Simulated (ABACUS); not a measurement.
# Cr (P-1) in ABACUS: further runs

Runs on Cr. Level: r2SCAN+U. Tasks: single point.

Everything below comes from runs of ABACUS 3.10.1. Logs are shortened: lines on timing, memory, paths and dates and some standing lists are left out, and cuts for length are marked.

## 1. The crystal as given

The typed cell holds 1 atom: a = 2.564 Å, b = 2.575 Å, c = 2.614 Å, α = 60.73°, β = 61.16°, γ = 60.86°.

This isn't the form of Cr at room conditions, which is bcc.

## 2. Single point, r2SCAN+U, collinear spin, ferromagnetic start

INPUT

```
INPUT_PARAMETERS
suffix              Cr
calculation         scf
basis_type          lcao
pseudo_dir          ./
orbital_dir         ./
symmetry            -1
dft_functional      MGGA_X_R2SCAN+MGGA_C_R2SCAN
ecutwfc             100
pseudo_rcut         7
nspin               2
nbands              13
ks_solver           genelpa
smearing_method     fd
smearing_sigma      0.00367493
scf_thr             1e-06
scf_nmax            120
mixing_type         broyden
mixing_beta         0.2
cal_force           1
cal_stress          1
mixing_tau          1
dft_plus_u          1
orbital_corr        2
hubbard_u           6
mixing_restart      0.0005
mixing_dmr          1
out_mul             1
out_chg             1
```

STRU

```
ATOMIC_SPECIES
Cr 51.9961 Cr_ONCV_PBE-1.2.upf

NUMERICAL_ORBITAL
Cr_confined-atom_7au_3s2p2d1f.orb

LATTICE_CONSTANT
1.8897261246

LATTICE_VECTORS
-0.0174283700 1.8156326700 1.8106573700
1.8310089900 -0.0170405700 1.8102695700
1.8558983200 1.8401342100 -0.0419299100

ATOMIC_POSITIONS
Cartesian

Cr
0.0
1
0.0000000000 0.0000000000 0.0000000000 1 1 1 mag 3
```

KPT

```
K_POINTS
0
Gamma
6 6 6 0 0 0
```

Potentials or basis: SG15 ONCV 1.2 PBE, DZP LCAO (the cutoffs set its grid).

Launch:

```
OMP_NUM_THREADS=1 mpirun -np 4 abacus > log
```

running log:

```text
ABACUS v3.10.1

               Atomic-orbital Based Ab-initio Computation at UStc

 ------------------------------------------------------------------------------------

 READING GENERAL INFORMATION
                           global_out_dir = OUT.Cr/
                           global_in_card = INPUT
                               pseudo_dir = ./
                              orbital_dir = ./
                                    DSIZE = 4
                                    GSIZE = 1

 READING UNITCELL INFORMATION
                                    ntype = 1
                  lattice constant (Bohr) = 1.88973
              lattice constant (Angstrom) = 1

 READING ATOM TYPE 1
                               atom label = Cr
                      L=0, number of zeta = 3
                      L=1, number of zeta = 2
                      L=2, number of zeta = 2
                      L=3, number of zeta = 1
             number of atom for this type = 1
               magnetization of element 1 = 3

                        TOTAL ATOM NUMBER = 1
CARTESIAN COORDINATES ( UNIT =       1.889726124600 Bohr ).
    atom                   x                   y                   z     mag                  vx                  vy                  vz
tauc_Cr1            0.0000000000        0.0000000000        0.0000000000  3.0000        0.0000000000        0.0000000000        0.0000000000

                          Volume (Bohr^3) = 84.0525
                             Volume (A^3) = 12.4553

 Lattice vectors: (Cartesian coordinate: in unit of a_0)
           -0.0174284            +1.81563            +1.81066
             +1.83101          -0.0170406            +1.81027
              +1.8559            +1.84013          -0.0419299
 Reciprocal vectors: (Cartesian coordinate: in unit of 2 pi/a_0)
             -0.26739           +0.275903           +0.273051
            +0.273617           -0.269738           +0.273113
            +0.266364           +0.268712           -0.266886
 The esolver type has been set to : ksdft_lcao

                PAO radial cut off (Bohr) = 7

 Read in pseudopotential file is Cr_ONCV_PBE-1.2.upf
                     pseudopotential type = NC
          exchange-correlation functional = PBE
                 nonlocal core correction = 0
                        valence electrons = 14
                                     lmax = 2
                           number of zeta = 0
                     number of projectors = 6
                           L of projector = 0
                           L of projector = 0
                           L of projector = 1
                           L of projector = 1
                           L of projector = 2
                           L of projector = 2
 XC functional updated to : MGGA_X_R2SCAN+MGGA_C_R2SCAN
          exchange-correlation functional = MGGA_X_R2SCAN+MGGA_C_R2SCAN
     initial pseudo atomic orbital number = 0
 The readin total magnetization is 3

[... 146 lines left out ...]

 LCAO ALGORITHM --------------- ION=   1  ELEC=   1--------------------------------
//=========================L(S)DA+U===========================//
atom_type=0  L=2  chi=0    U=6eV
Local occupation matrices
atoms  0
L  2
zeta  0
eigenvalues  0
  0.00000000  0.00000000  0.00000000  0.00000000  0.00000000  0.00000000
eigenvalues  1
  0.00000000  0.00000000  0.00000000  0.00000000  0.00000000  0.00000000
atomic mag: 0 0.00000000
//=======================================================//
          total magnetism (Bohr mag/cell) = 1.92065029
       absolute magnetism (Bohr mag/cell) = 1.92183615
                        nelec for spin up = 7.96032515
[... 704 lines left out ...]
 Density error is 0.000000591365
----------------------------------------------------------
     Energy           Rydberg                 eV
----------------------------------------------------------
 E_KohnSham     -167.2311529454      -2275.2965631663
 E_KS(sigma->0) -167.2310134338      -2275.2946650148
 E_Harris       -167.2311608041      -2275.2966700905
 E_band         -10.8993020310       -148.2926118441
 E_one_elec     -54.3107423467       -738.9355585253
 E_Hartree      35.3324139559        480.7221538943
 E_xc           -19.8732180272       -270.3890027656
 E_Ewald        -129.2200288546      -1758.1286881469
 E_entropy(-TS) -0.0002790230        -0.0037963031
 E_descf        0.0000000000         0.0000000000
 E_exx          0.0000000000         0.0000000000
 E_Fermi        1.3860857050         18.8586635043
----------------------------------------------------------

 charge density convergence is achieved
 final etot is -2275.29656316633 eV
 EFERMI = 18.85866350432 eV

 STATE ENERGY(eV) AND OCCUPATIONS    NSPIN == 2
SPIN UP :
 1/216 kpoint (Cartesian) = 0.00000 0.00000 0.00000 (356 pws)
       1     -54.564507       0.004630
       2     -25.267076       0.004630
       3     -25.260517       0.004630
       4     -25.252727       0.004630
       5       9.943829       0.004630
       6      15.174457       0.004630
       7      15.330318       0.004630
       8      15.508622       0.004630
       9      16.957216       0.004630
      10      17.048628       0.004630
      11      38.077955       0.000000
      12      43.499034       0.000000
      13      44.251504       0.000000
[... 61 lines left out ...]
 6/216 kpoint (Cartesian) = -0.22283 0.22992 0.22754 (352 pws)
       1     -54.523503       0.004630
       2     -25.473242       0.004630
       3     -25.289370       0.004630
       4     -25.285200       0.004630
       5      10.997556       0.004630
       6      14.998626       0.004630
       7      15.463174       0.004630
       8      15.770473       0.004630
       9      16.889332       0.004630
      10      16.945638       0.004630
      11      36.962293       0.000000
      12      39.774869       0.000000
      13      44.118295       0.000000

[... levels at 426 further k points ...]

-------------------------------------------------
 Total Magnetism (uB)
-------------------------------------------------
                        Cr1         4.6224154464
-------------------------------------------------

 correction force for each atom along direction 1 is -0.000000
 correction force for each atom along direction 2 is 0.000000
 correction force for each atom along direction 3 is 0.000000
------------------------------------------------------------------------------------------
 TOTAL-FORCE (eV/Angstrom)
------------------------------------------------------------------------------------------
                       Cr1         0.0000000000         0.0000000000         0.0000000000
------------------------------------------------------------------------------------------

----------------------------------------------------------------
 TOTAL-STRESS (KBAR)
----------------------------------------------------------------
       903.5627430619        -4.2907613502        26.9421282923
        -4.2907613502       909.2665764927        28.4238373152
        26.9421282923        28.4238373152       913.1433704134
----------------------------------------------------------------
 TOTAL-PRESSURE: 908.657563 KBAR

 --------------------------------------------
 !FINAL_ETOT_IS -2275.2965631663341810 eV
 --------------------------------------------
```

stdout:

```text
ABACUS v3.10.1

               Atomic-orbital Based Ab-initio Computation at UStc

 dft_functional readin is: MGGA_X_R2SCAN+MGGA_C_R2SCAN
 dft_functional in pseudopot file is: PBE
 Please make sure this is what you need
[... 56 lines left out ...]
 GE27     4.62e+00   4.62e+00  -2.27529656e+03  -1.92188506e-09   5.9137e-07   3.1629e-06   2.11
----------------------------------------------------------------
 TOTAL-STRESS (KBAR)
----------------------------------------------------------------
       903.5627430619        -4.2907613502        26.9421282923
        -4.2907613502       909.2665764927        28.4238373152
        26.9421282923        28.4238373152       913.1433704134
----------------------------------------------------------------
 TOTAL-PRESSURE: 908.657563 KBAR
```

mulliken.txt:

```text
 0
CALCULATE THE MULLIkEN ANALYSIS FOR EACH ATOM
 Total charge of spin 1:	9.311
 Total charge of spin 2:	4.689
 Total charge:	14
Decomposed Mulliken populations
[... 36 lines left out ...]
f3yx^2-y^3                             0              0.0043              0.0014              0.0057              0.0029
SUM OVER M                                            0.0314              0.0095              0.0409              0.0220
SUM OVER M+Zeta                                       0.0314              0.0095              0.0409              0.0220

SUM OVER M+Zeta+L                                     9.3112              4.6888             14.0000              4.6224

Total Charge on atom:                 Cr             14.0000
Total Magnetism on atom:              Cr              4.6224
```

Run time: 68 s. Hardware: 4 MPI ranks of Intel Xeon 6975P-C (Granite Rapids), shared host; peak memory 0.48 GiB.

Results:

| Item | Value |
| --- | --- |
| Free energy | -2275.2966 eV |
| Pressure | 90.9 GPa |
| Band gap on the k mesh | none (metal or under the smearing width) |
| Net moment | 4.62 μB per cell |
| Absolute moment | 4.62 μB per cell |
| Site moments | Cr +4.62 μB |

Levels at points of the mesh, in eV from the Fermi level:
Spin up:
| k point | band 7 | band 8 | band 9 | band 10 | band 11 | band 12 |
| --- | --- | --- | --- | --- | --- | --- |
| (0.00, 0.00, 0.00) | -3.53 | -3.35 | -1.90 | -1.81 | 19.22 | 24.64 |
| (0.50, 0.00, 0.00) | -3.53 | -0.62 | -0.42 | -0.34 | 7.68 | 18.57 |
| (0.00, 0.50, 0.00) | -3.47 | -0.58 | -0.46 | -0.34 | 7.68 | 18.53 |
| (0.50, 0.50, 0.00) | -0.66 | -0.16 | -0.07 | 2.53 | 11.06 | 14.00 |
| (0.00, 0.00, 0.50) | -3.54 | -0.64 | -0.59 | -0.54 | 7.32 | 18.89 |
| (0.50, 0.00, 0.50) | -0.65 | -0.19 | -0.06 | 2.46 | 10.99 | 13.63 |
| (0.00, 0.50, 0.50) | -0.65 | -0.17 | -0.12 | 2.25 | 10.79 | 13.83 |
| (0.50, 0.50, 0.50) | -3.63 | -0.56 | -0.40 | -0.12 | 7.94 | 18.33 |
Spin down:
| k point | band 3 | band 4 | band 5 | band 6 | band 7 | band 8 |
| --- | --- | --- | --- | --- | --- | --- |
| (0.00, 0.00, 0.00) | -38.67 | -38.66 | -7.00 | 7.08 | 7.32 | 7.57 |
| (0.50, 0.00, 0.00) | -38.78 | -38.77 | 0.31 | 1.25 | 6.65 | 7.03 |
| (0.00, 0.50, 0.00) | -38.78 | -38.77 | 0.30 | 1.25 | 6.56 | 7.12 |
| (0.50, 0.50, 0.00) | -38.99 | -38.97 | -0.39 | 2.99 | 5.16 | 10.90 |
| (0.00, 0.00, 0.50) | -38.76 | -38.76 | 0.29 | 0.86 | 6.79 | 7.11 |
| (0.50, 0.00, 0.50) | -39.00 | -38.96 | -0.40 | 3.01 | 5.08 | 10.91 |
| (0.00, 0.50, 0.50) | -38.98 | -38.95 | -0.42 | 3.07 | 4.85 | 10.92 |
| (0.50, 0.50, 0.50) | -38.80 | -38.78 | 0.31 | 1.53 | 6.64 | 6.87 |

Eigenvalues of the final occupation matrices:
```
     site  spin  trace               eigenvalues
atom 1 Cr     1   4.36  0.86 0.86 0.87 0.89 0.89
atom 1 Cr     2   0.09  0.01 0.01 0.01 0.03 0.03
```

Caveat: the k mesh is coarse (spacing up to 0.49 Å⁻¹), so the values aren't converged; the atomic orbitals were generated for these runs and aren't a published set; a pressure of tens of GPa on the cell as given is suspect, and the run, the potentials or the cell itself is likely at fault; the potentials were made for another functional, which shifts forces and pressure; the basis of atomic orbitals isn't converged, which shifts pressures, moduli and gaps; the U is typed as a test and isn't derived for this compound.

## 3. Single point, r2SCAN+U, collinear spin, ferromagnetic start

INPUT: that of step 2 with these lines changed.

```diff
@@ -24,3 +24,3 @@
 orbital_corr        2
-hubbard_u           6
+hubbard_u           8
 mixing_restart      0.0005
@@ -29 +29,3 @@
 out_chg             1
+out_pot             2
+out_elf             1
```

STRU is that of step 2.

KPT is that of step 2.

Potentials or basis: SG15 ONCV 1.2 PBE, DZP LCAO (the cutoffs set its grid).

Launch:

```
OMP_NUM_THREADS=1 mpirun -np 4 abacus > log
```

Wall time 53 s (4 MPI ranks of Intel Xeon 6975P-C (Granite Rapids), shared host); peak memory 0.48 GiB.

It converged, with:

```
Free energy            : -2274.6920 eV
Pressure               : 91.1 GPa
Band gap on the k mesh : none (metal or under the smearing width)
Net moment             : 4.64 μB per cell
Absolute moment        : 4.64 μB per cell
Site moments           : Cr +4.64 μB
```

Stress tensor (GPa, compression positive):
```
90.52 -0.46  2.22
-0.46 91.24  2.29
 2.22  2.29 91.50
```

Levels at points of the mesh, in eV from the Fermi level:
Spin up:
| k point | band 7 | band 8 | band 9 | band 10 | band 11 | band 12 |
| --- | --- | --- | --- | --- | --- | --- |
| (0.00, 0.00, 0.00) | -4.38 | -4.19 | -2.75 | -2.66 | 19.13 | 24.50 |
| (0.50, 0.00, 0.00) | -4.36 | -1.46 | -1.27 | -0.41 | 7.40 | 18.44 |
| (0.00, 0.50, 0.00) | -4.30 | -1.42 | -1.30 | -0.41 | 7.40 | 18.41 |
| (0.50, 0.50, 0.00) | -1.50 | -1.00 | -0.94 | 2.48 | 10.81 | 13.91 |
| (0.00, 0.00, 0.50) | -4.37 | -1.43 | -1.38 | -0.71 | 7.03 | 18.76 |
| (0.50, 0.00, 0.50) | -1.49 | -1.02 | -0.93 | 2.41 | 10.74 | 13.54 |
| (0.00, 0.50, 0.50) | -1.49 | -1.00 | -0.96 | 2.20 | 10.54 | 13.73 |
| (0.50, 0.50, 0.50) | -4.46 | -1.40 | -1.25 | -0.19 | 7.66 | 18.20 |
Spin down:
| k point | band 2 | band 3 | band 4 | band 5 | band 6 | band 7 | band 8 | band 9 |
| --- | --- | --- | --- | --- | --- | --- | --- | --- |
| (0.00, 0.00, 0.00) | -38.53 | -38.53 | -38.52 | -7.21 | 8.02 | 8.27 | 8.53 | 10.56 |
| (0.50, 0.00, 0.00) | -39.45 | -38.65 | -38.62 | 0.52 | 1.04 | 7.56 | 7.94 | 11.97 |
| (0.00, 0.50, 0.00) | -39.45 | -38.64 | -38.63 | 0.51 | 1.05 | 7.46 | 8.04 | 12.01 |
| (0.50, 0.50, 0.00) | -39.37 | -38.85 | -38.84 | -0.09 | 3.63 | 4.95 | 11.97 | 12.47 |
| (0.00, 0.00, 0.50) | -39.42 | -38.62 | -38.61 | 0.50 | 0.65 | 7.71 | 8.04 | 12.01 |
| (0.50, 0.00, 0.50) | -39.37 | -38.85 | -38.82 | -0.11 | 3.65 | 4.88 | 11.99 | 12.46 |
| (0.00, 0.50, 0.50) | -39.37 | -38.84 | -38.81 | -0.13 | 3.72 | 4.64 | 12.00 | 12.48 |
| (0.50, 0.50, 0.50) | -39.47 | -38.66 | -38.64 | 0.52 | 1.33 | 7.54 | 7.77 | 12.04 |

Eigenvalues of the final occupation matrices:
| site | spin | trace | eigenvalues |
| --- | --- | --- | --- |
| atom 1 Cr | 1 | 4.42 | 0.88 0.88 0.88 0.89 0.90 |
| atom 1 Cr | 2 | 0.07 | 0.01 0.01 0.01 0.03 0.03 |

Caveat: the k mesh is coarse (spacing up to 0.49 Å⁻¹), so the values aren't converged; the atomic orbitals were generated for these runs and aren't a published set; a pressure of tens of GPa on the cell as given is suspect, and the run, the potentials or the cell itself is likely at fault; the potentials were made for another functional, which shifts forces and pressure; the basis of atomic orbitals isn't converged, which shifts pressures, moduli and gaps; the U is typed as a test and isn't derived for this compound.
